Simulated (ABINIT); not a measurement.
Wanted: the native input for an ABINIT 10.8.3 (patched build) run.

```
Task                                            : single point
Functional                                      : PBE
Potentials or basis                             : JTH PAW PBE v2.0
Cutoff                                          : 544 eV
k mesh                                          : 10 × 10 × 6
Occupations                                     : fermi-dirac, width 0.05 eV
Spin                                            : no spin polarisation
Fine-grid cutoff                                : 1088.46 eV
Exchange and correlation inside the PAW spheres : full angular mesh (pawxcdev 0, this build's default; the released program takes 1)
```

PtSe2 (Sudovikovite):

```
CELL_PARAMETERS angstrom
3.72400 0.00000 0.00000
-1.86200 3.22508 0.00000
0.00000 0.00000 5.06200
ATOMIC_POSITIONS crystal
Pt 0.00000 0.00000 0.00000
Se 0.66667 0.33333 0.75000
Se 0.33333 0.66667 0.25000
```

These files were run (other wordings do the same):

run.abi

```
# Pseudopotentials
pp_dirpath "./"
pseudos "Pt.GGA_PBE-JTH.xml, Se.GGA_PBE-JTH.xml"

# Structure
acell 3*1.0 Angstrom
rprim
     3.7240000000     0.0000000000     0.0000000000
    -1.8620000000     3.2250786037     0.0000000000
     0.0000000000     0.0000000000     5.0620000000
ntypat 2
znucl 78 34
natom 3
typat 1 2 2
xred
     0.0000000000     0.0000000000     0.0000000000
     0.6666666667     0.3333333333     0.7500000000
     0.3333333333     0.6666666667     0.2500000000

# Plane-wave basis
ecut 20.0
pawecutdg 40.0

# k points
kptopt 1
ngkpt 10 10 6
nshiftk 1
shiftk 0.0 0.0 0.0

# Exchange and correlation
ixc 11

# Bands and occupations
nband 15
occopt 3
tsmear 0.05 eV

# SCF cycle
nstep 100
tolvrs 1.0e-9

# Output
iomode 3
prtwf 0
prteig 0
prtebands 0
enunit 2
prtden 1
prtvha 1
prtvclmb 1
prtpot 1
```

Potentials or basis: JTH PAW PBE v2.0.

Command:

```console
$ abinit run.abi > log 2>&1
```

It gave:

- Pressure: 7.8 GPa
- Largest force: 0.657 eV/Å
- Band gap on the k mesh: none (metal or under the smearing width)

Caveat: the atomic spheres overlap.

Run time: 97 s on 1 thread of Arm Neoverse V1, with other jobs on the host, peak memory 0.19 GiB.
